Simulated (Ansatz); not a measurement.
# Where B_Si puts its levels in the gap of Si3N4 (P6_3/m), part 2 of 2

Wanted: the transition levels of a substitutional impurity in Si3N4 (P6_3/m), from a cell of 126 host atoms with 1 Si taken out and 1 B put in.

Ansatz; place-levels on PBEsol runs: charge-transition levels and formation energies with image-charge correction and potential alignment at the atomic sites; PAW set soft_1.

So far: The starting structure; The runs of each charge state; Placing the levels, PBEsol.

### Step 3. Placing the levels, PBEsol (continued)

Levels between the charges placed, in eV above the valence top:

```
        gap (eV)  (+1/0)  (0/−1)
PBEsol      4.19    0.00    0.18
```

Corrections by state:

```csv
charge,moment (μB),image terms and alignment (eV),band filling (eV),ε used,"over the lowest of its charge, as the program ranks them, band filling apart (eV)"
+1,0.0,0.011,-0.196,"principal values (8.25, 8.29, 8.29)",0.000
0,1.0,0.000,-,-,0.000
−1,0.0,0.281,-,"principal values (8.25, 8.29, 8.29)",0.000
+1,2.0,0.031,-,"principal values (8.25, 8.29, 8.29)",0.039
```

The charged structures listed were also run neutral, and place-levels reads from each pair, by the potential or the spins, how wide the charge is by which they differ; that can be the carrier of either run.

```
charge  rms radius (Å)  spread where it is widest against the cell (Å)  wide from (Å)  reading
    +1             7.1                                            4.80           1.98     wide
    −1             5.3                                            2.77           1.51     wide
```

The neutral runs of these pairs need not share the spin of the lowest neutral state, and very wide values only mean spread over the cell.

From the program's caveats on the states, each cut to its opening words:

- charge +1: it parts from the run at its places by a charge that spreads by about 4.8 Å along one vector (2 Å or more is wide), by its potential at epsilon [4.29, 4.29, [...]
- charge +1: a band-filling correction moves a carrier to the host's band edge, which changes its energy by -0.196 eV
- charge +1: its alignment with the host at atomic sites is doubtful: the mean over the far sites moves by +0.0738 eV from their farther parts to their nearer, more than [...]
- charge +1: the host's ions (past the first shell or, of a walk that freed a part, those that it held) aren't shown at rest: they stand up to 0.096 Å off their sites, 1.71 [...]
- charge −1: it parts from the run at its places by a charge that spreads by about 2.8 Å along one vector (1.5 Å or more is wide), by its potential at epsilon [4.29, 4.29, [...]
- charge +1 (2 μB): it parts from the run at its places by a charge that spreads by about 2.7 Å along one vector (1.5 Å or more is wide), by its potential at epsilon [4.29, 4.29, [...]
- charge +1 (2 μB): its alignment with the host at atomic sites is doubtful: the mean over the far sites moves by +0.0593 eV from their farther parts to their nearer, more than [...]
- charge +1 (2 μB): its moments are held at its close (magnetization.spin_locking), by a field of 0.010 eV a Bohr magneton, and its energy and levels are of the state that this [...]

The host's formation energy from the elements is -1.218 eV per atom; it sets how far the chemical potentials can move.

Limit set by the element alone; other compounds of these elements are not counted. Chemical potentials from the elements' reference states: N 0.00 eV, Si -2.84 eV, B 0.00 eV. Formation energies (N-rich), with the Fermi level at the valence top and at the conduction bottom (gap 4.19 eV):

```
charge  at valence top (eV)  at conduction bottom (eV)  correction included (eV)
    +1                -0.06                       4.12                     -0.18
     0                -0.06                      -0.06                      0.00
    −1                 0.12                      -4.06                      0.28
```

| Fermi level (eV) | lowest formation energy (eV) |
| --- | --- |
| 0.00 | -0.06 |
| 0.38 | -0.26 |
| 0.76 | -0.64 |
| 1.14 | -1.02 |
| 1.52 | -1.40 |
| 1.90 | -1.78 |
| 2.28 | -2.16 |
| 2.67 | -2.54 |
| 3.05 | -2.92 |
| 3.43 | -3.30 |
| 3.81 | -3.68 |
| 4.19 | -4.06 |

Limit set by the element alone; other compounds of these elements are not counted. Chemical potentials from the elements' reference states: Si 0.00 eV, N -2.13 eV, B 0.00 eV. Formation energy by charge state (Si-rich; gap 4.19 eV):

```csv
charge,at valence top (eV),at conduction bottom (eV),correction included (eV)
+1,2.78,6.97,-0.18
0,2.78,2.78,0.00
−1,2.96,-1.22,0.28
```

(Fermi level (eV), lowest formation energy (eV)): (0.00, 2.78), (0.38, 2.58), (0.76, 2.20), (1.14, 1.82), (1.52, 1.44), (1.90, 1.06), (2.28, 0.68), (2.67, 0.30), (3.05, -0.08), (3.43, -0.46), (3.81, -0.84), (4.19, -1.22)

### Step 4. Effect of the sampling

The relaxations' own energies give the levels at their sampling, for comparison.

levels.relax_mesh.yaml

```yaml
host:
  run: host.relax.run
  levels_from: { run: edges.relax.run }
states: [qm1.relax.run, q0_M1.relax.run, qp1.relax.run, qp1_M2.relax.run]
chemical_potentials:
  Si:
    energy: -621.49341
    dataset: <sha256 of the dataset>
  B:
    energy: -152.669504
    dataset: <sha256 of the dataset>
```

Run with:

```sh
> ansatz place-levels levels.relax_mesh.yaml -- --threads 8 --pin off --max-ram 22609MiB
```

Log:

```text
[...]
(0/-1) 0.143 eV above the valence edge, 4.043 eV under the conduction edge
formation energy of charge +1: +2.821 eV with the Fermi level at the valence edge
formation energy of charge 0: +2.821 eV with the Fermi level at the valence edge
formation energy of charge -1: +2.964 eV with the Fermi level at the valence edge
  edges by pbesol of host.levels_from (edges.relax.run), its mesh sampled to repeats of 26.19 Å (the valence edge +0.231 eV and the conduction edge -0.359 eV from those of the host's own run), gap 4.186 eV; the host is sampled to repeats of 15.83 Å
[... the lines on each state left out ...]
```

Wall time 0.19 s (8 threads of Arm Neoverse V2, shared host).

Levels between neighbouring charges, in eV above the valence top:

```csv
,gap (eV),(+1/0),(0/−1)
"one point at (¼, ¼, ¼)",4.19,0.00,0.14
a 2×2×2 shifted mesh,4.19,0.00,0.18
```

Going from one point at (¼, ¼, ¼) to a 2×2×2 shifted mesh moves the levels that carry no band-filling term by up to 0.04 eV and formation energies against the elements by up to 0.04 eV; band-filling terms, which differ between samplings, are in these energies.

### Step 5. Results

```
gap of the host                                                          : 4.19 eV (PBEsol)
level (plus 1/0)                                                         : 0.00 eV above the valence top (-0.20 eV above the valence top without the band-filling term)
level (0/minus 1)                                                        : 0.18 eV above the valence top
lowest of the charges placed, just above the valence top (0.02 eV)       : 0
lowest of the charges placed, just below the conduction bottom (0.02 eV) : −1
lowest formation energy at mid-gap of the charges run, N-rich            : -1.97 eV
lowest formation energy at mid-gap of the charges run, Si-rich           : 0.87 eV
```

Of the charges placed (−1, 0 and +1), the lowest changes at 0.18 eV (0/−1) above the valence top, in a gap of 4.19 eV. (0/−1) lies nearer to a band edge than the share of the finite-size correction in it (0.28 eV), and that correction holds for a localised charge alone. Charges below −1 were not placed, so these runs say nothing of levels that involve them. States placed: +1 at 0 μB and 2 μB; 0 at 1 μB; −1 at 0 μB. Other spin states or structures, where not listed, weren't placed. The program finds carriers beyond a band edge of the host and adds a band-filling term at charge +1 (-0.20 eV); steps to such a charge show no bound level, and a defect level inside a band would be read the same way. B is taken at its element; compounds, which aren't counted here, bound the chemical potentials and would shift these formation energies. The lowest formation energy (N-rich) is negative across the gap, so the defect would form by itself: these chemical potentials lie beyond what competing compounds allow, or the host is unstable against it. Going from one point at (¼, ¼, ¼) to a 2×2×2 shifted mesh moves the levels that carry no band-filling term by up to 0.04 eV and formation energies against the elements by up to 0.04 eV; band-filling terms, which differ between samplings, are in these energies. The program doubts the alignment of potentials for at least one state, a sign that the cell is small. Keep in mind: the images are only 8.7 Å apart; PBEsol makes the gap too small and tends to spread out bound carriers; where a gas molecule sets a chemical potential or the host's formation energy, its binding is uncorrected; force components of up to 0.24 eV/Å remain in a run at the final settings.

[Logs are printed without paths, hosts, clocks, repeated set-up lines and the standing remarks that a program may print on its own settings, such as how far it seeks lower states.]

[Hosts, paths, dates, database ids (printed as entryN), source tags and the programs' standing remarks are cut or masked in the printed files.]

[Where a table of states has a column of steps, it counts the stored structures, which are thinned; the runs took as many ionic steps or more.]

[A defect's name tells the site on which it was built; relaxed atoms can leave that site.]

[For some hosts the program warned that the k-mesh of the response run may be too coarse for force constants and the static dielectric constant; such warnings are not shown here.]
